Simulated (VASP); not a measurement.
# HfO₂, relaxation of the cell: which settings are enough?

HfO₂, Fm-3m (no. 225), 3 atoms in the cell. PBEsol; PAW potentials Hf_pv, O (PBE set). VASP 6.6.1.

Wanted: cell volume within 0.2 %; lattice lengths within 0.1 %; shortest distances from each atom, periodic images included within 0.005 Å.

What the run is for: cell; Accuracy asked: standard.

The series start from Plane-wave cutoff (eV): 600; k-point mesh: 6 × 6 × 6; Relaxation passes: 2; Ionic threshold (EDIFFG): -0.005; Electronic threshold (eV): 1e-6; Precision mode (PREC): Accurate; Relaxation algorithm: IBRION=2 POTIM=0.5. Each series keeps the choices made before it, and each single choice may use up half of a tolerance. Times cover all steps of a run.

## Plane-wave cutoff (eV)

| Plane-wave cutoff (eV) | Cell volume (Å³) | Lattice lengths, largest deviation against the largest value | Shortest distances from each atom, periodic images included, largest deviation (Å) | Time (s) |
|---|---|---|---|---|
| 400 | 30.95 | 0.74 % | 0.0160 | 55 |
| 460 | 31.53 | 0.12 % | 0.0026 | 72 |
| 520 | 31.63 | 0.0082 % | 0.0002 | 98 |
| 600 | 31.6 | 0.04 % | 0.0009 | 57 |
| 700 | 31.6 | 0.04 % | 0.0009 | 130 |
| 840 (reference) | 31.64 | 0 % | 0.0000 | 167 |

Chosen: 840; the next looser run is off by more than half of the tolerance, so convergence isn't shown beyond this value.

## k-point mesh

| k-point mesh | Cell volume (Å³) | Lattice lengths, largest deviation against the largest value | Shortest distances from each atom, periodic images included, largest deviation (Å) | Time (s) |
|---|---|---|---|---|
| 3 × 3 × 3 | 31.65 | 0.0028 % | 0.0001 | 65 |
| 4 × 4 × 4 | 31.64 | 0.01 % | 0.0002 | 109 |
| 5 × 5 × 5 | 31.64 | 0.009 % | 0.0002 | 141 |
| 6 × 6 × 6 | 31.64 | 0.0087 % | 0.0002 | 167 |
| 8 × 8 × 8 | 31.64 | 0.0039 % | 0.0001 | 250 |
| 9 × 9 × 9 (reference) | 31.65 | 0 % | 0.0000 | 338 |

Chosen: 3 × 3 × 3, the loosest value from which every tighter one stays within half of the tolerance.

## Relaxation passes

| Relaxation passes | Cell volume (Å³) | Lattice lengths, largest deviation against the largest value | Shortest distances from each atom, periodic images included, largest deviation (Å) | Time (s) |
|---|---|---|---|---|
| 1 | 31.65 | 0 % | 0.0000 | 60 |
| 2 | 31.65 | 0 % | 0.0000 | 65 |
| 3 (reference) | 31.65 | 0 % | 0.0000 | 96 |

Chosen: 1.

## Ionic threshold (EDIFFG)

| Ionic threshold (EDIFFG) | Cell volume (Å³) | Lattice lengths, largest deviation against the largest value | Shortest distances from each atom, periodic images included, largest deviation (Å) | Time (s) |
|---|---|---|---|---|
| -0.05 | 31.68 | 0.043 % | 0.0009 | 57 |
| -0.02 | 31.65 | 0.0048 % | 0.0001 | 54 |
| -0.01 | 31.65 | 0.0048 % | 0.0001 | 59 |
| -0.005 | 31.65 | 0.0048 % | 0.0001 | 60 |
| -0.002 (reference) | 31.64 | 0 % | 0.0000 | 83 |

Chosen: -0.02.

## Electronic threshold (eV)

| Electronic threshold (eV) | Cell volume (Å³) | Lattice lengths, largest deviation against the largest value | Shortest distances from each atom, periodic images included, largest deviation (Å) | Time (s) |
|---|---|---|---|---|
| 0.0001 | 31.68 | 0.031 % | 0.0007 | 46 |
| 1e-5 | 31.68 | 0.039 % | 0.0008 | 50 |
| 1e-6 | 31.65 | 0.00028 % | 0.0000 | 54 |
| 1e-7 (reference) | 31.65 | 0 % | 0.0000 | 65 |

Chosen: 1e-6.

## Precision mode (PREC)

| Precision mode (PREC) | Cell volume (Å³) | Lattice lengths, largest deviation against the largest value | Shortest distances from each atom, periodic images included, largest deviation (Å) | Time (s) |
|---|---|---|---|---|
| Normal | 31.65 | 0 % | 0.0000 | 36 |
| Accurate (reference) | 31.65 | 0 % | 0.0000 | 54 |

Chosen: Normal.

## Relaxation algorithm

| Relaxation algorithm | Cell volume (Å³) | Lattice lengths, largest deviation against the largest value | Shortest distances from each atom, periodic images included, largest deviation (Å) | Time (s) |
|---|---|---|---|---|
| IBRION=2 POTIM=0.5 | 31.65 | 0 % | 0.0000 | 36 |
| IBRION=2 POTIM=0.2 | 31.63 | 0.015 % | 0.0003 | 31 |
| IBRION=1 POTIM=0.5 | 31.65 | 0.0068 % | 0.0001 | 36 |
| IBRION=1 POTIM=0.2 | 31.63 | 0.017 % | 0.0004 | 32 |

Chosen: IBRION=2 POTIM=0.2; it saves 4.8 s of 36, so IBRION=2 POTIM=0.5 would do nearly as well.

## All choices together

| Input | Cell volume (Å³) | Lattice lengths, largest deviation against the largest value | Shortest distances from each atom, periodic images included, largest deviation (Å) | Time (s) |
|---|---|---|---|---|
| the program's defaults (naive) | 30.96 | 0.72 % | 0.0157 | 15 |
| chosen settings | 31.63 | 0.009 % | 0.0002 | 31 |
| reference settings throughout | 31.64 | 0 % | 0.0000 | 862 |

The chosen settings stay within the tolerance of the reference run, but the reference itself isn't shown to be converged in: Plane-wave cutoff (eV).

Values of the reference run: Lattice lengths: 3.55, 3.55, 3.55 Å.

## The input

INCAR.step1:
```
ALGO = Normal ; EDIFF = 1E-6
EDIFFG = -0.02 ; EFERMI = MIDGAP
ENCUT = 840 ; GGA = PS
GGA_COMPAT = False ; IBRION = 2
ISIF = 3 ; ISMEAR = 0
LASPH = True ; LCHARG = False
LREAL = False ; LWAVE = False
NELM = 120 ; NELMIN = 4
NSW = 80 ; POTIM = 0.2
PREC = Normal ; SIGMA = 0.03
```

INCAR.step2, as INCAR.step1 but for:
```
- EDIFFG = -0.02
- IBRION = 2
- ISIF = 3
- NELMIN = 4
- NSW = 80
- POTIM = 0.2
+ ISIF = 2
```

KPOINTS:
```
Automatic mesh
0
Gamma
  3 3 3
  0 0 0
```

POSCAR.step1:
```
HfO2
1.0
    0.0000000000      2.5575000000      2.5575000000
    2.5575000000      0.0000000000      2.5575000000
    2.5575000000      2.5575000000      0.0000000000
Hf O
1 2
Direct
    0.0000000000      0.0000000000      0.0000000000
    0.7500000000      0.7500000000      0.7500000000
    0.2500000000      0.2500000000      0.2500000000
```

Commands (each step's output is kept before the next begins):
```
cat potpaw_PBE.64/Hf_pv/POTCAR potpaw_PBE.64/O/POTCAR > POTCAR
cp INCAR.step1 INCAR
cp POSCAR.step1 POSCAR
mpirun -np 1 vasp_std > vasp.out
cp CONTCAR POSCAR
cp INCAR.step2 INCAR
mpirun -np 1 vasp_std > vasp.out
```

The chosen input took VASP 6.6.1 31 s on 1 core (AMD EPYC 7R13 (Zen 3)), a shared host.
